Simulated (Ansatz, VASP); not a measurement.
One calculation of MgSi, two programs

The input INCAR:

```
SYSTEM = MgSi
PREC = Accurate
ENCUT = 520
EDIFF = 1E-7
ISMEAR = -1
SIGMA = 0.05
LREAL = .False.
LASPH = .True.
NELM = 100
ALGO = Normal
ISIF = 2
LWAVE = .False.
LCHARG = .False.
GGA = PS
NBANDS = 14
```

Contents of KPOINTS:

```
regular mesh
0
Gamma
  9 9 6
  0 0 0
```

The input POSCAR:

```
MgSi
1.0
    1.5124627006     -5.4619509280      0.0000000000
    1.5124627006      5.4619509280      0.0000000000
    0.0000000000      0.0000000000      4.3689217383
Si Mg
2 2
Direct
    0.5706380000      0.4293620000      0.7500000000
    0.4293620000      0.5706380000      0.2500000000
    0.1683810000      0.8316190000      0.2500000000
    0.8316190000      0.1683810000      0.7500000000
```

The input input.yaml:

```yaml
crystal:
  lattice:
    - [1.5124627006, -5.461950928, 0.0]
    - [1.5124627006, 5.461950928, 0.0]
    - [0.0, 0.0, 4.3689217383]
  atoms:
    - { symbol: Si, position: [0.570638, 0.429362, 0.75] }
    - { symbol: Si, position: [0.429362, 0.570638, 0.25] }
    - { symbol: Mg, position: [0.168381, 0.831619, 0.25] }
    - { symbol: Mg, position: [0.831619, 0.168381, 0.75] }
hamiltonian:
  xc: pbesol
  pseudopotentials: { kind: paw }
kpoints:
  mp_grid: { grid: [9, 9, 6] }
scf:
  occupations: { method: fermi_dirac, width: 0.05 }
output:
  forces: true
  stress: true
  eigenvalues: true
  write_density: true
  write_potential: true
  elf: true
  volumetric_format: npy
```

Change from the starting cell: volume scaled by 1.02.

Alike in both runs: task single point; functional PBEsol; k mesh 9 × 9 × 6; occupations fermi-dirac, width 0.05 eV; no spin polarisation.

|  | VASP | Ansatz |
| --- | --- | --- |
| version | VASP 6.6.1 | Ansatz 0.2.0 |
| potentials or method | VASP PAW PBE potentials, release 64 (Si, Mg) | Ansatz PAW |
| plane-wave cutoff (eV) | 520 | 420 |
| valence electrons in the cell | 12 | 28 |

Ansatz gave:

* gap on the k mesh at the Fermi level (eV): none
* pressure (GPa): -2.5
* largest component of the traceless stress (GPa): 0.59
* rms of the force components (eV/Å): 0.099

Question: Estimate VASP's values.

Answer: gap on the k mesh at the Fermi level (eV): none; pressure (GPa): -2.5; largest component of the traceless stress (GPa): 0.61; rms of the force components (eV/Å): 0.099.

Atom by atom the forces differ by 0.002 eV/Å (rms over components). A gap of «none» marks a metal or a gap that the smearing closes. The two sets of potentials don't hold the same shells in valence.

Caveats: the PAW data sets were made with another functional, which shifts forces and pressure a little (VASP); the PAW data sets come from PBE, with cores solved anew for the run's functional, which leaves a small shift of forces and pressure (Ansatz).
